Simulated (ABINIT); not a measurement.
Input of an ABINIT 10.8.3 (patched build) run:

Contents of run.abi:

```
# Pseudopotentials
pp_dirpath "./"
pseudos "Hg.upf, Te.upf"

# Structure
acell 3*1.0
rprim
     0.0000000000     6.0745246276     6.0745246276
     6.0745246276     0.0000000000     6.0745246276
     6.0745246276     6.0745246276     0.0000000000
ntypat 2
znucl 80 52
natom 2
typat 1 2
xred
     0.0000000000     0.0000000000     0.0000000000
     0.7500000000     0.7500000000     0.7500000000

# Plane-wave basis
ecut 34.0

# k points
kptopt 1
ngkpt 5 5 5
nshiftk 1
shiftk 0.0 0.0 0.0

# Exchange and correlation
ixc 11

# Bands and occupations
nband 22
occopt 3
tsmear 0.05 eV

# SCF cycle
nstep 100
tolvrs 1.0e-10

# Output
iomode 3
prtwf 0
prtden 0
prteig 0
prtebands 0
```

Potentials or basis: PseudoDojo NC SR PBE v0.4.1 standard.

Run with:

```bash
$ abinit run.abi > log 2>&1
```

Q: Predict the band gap on the k mesh.

A: None (metal or under the smearing width).

Q: Predict the pressure.

A: 4.5 GPa.

Caveat: the cutoff is short for stress, so the pressure is rough. The run has no spin-orbit coupling, so splittings on Hg, Te are missing.
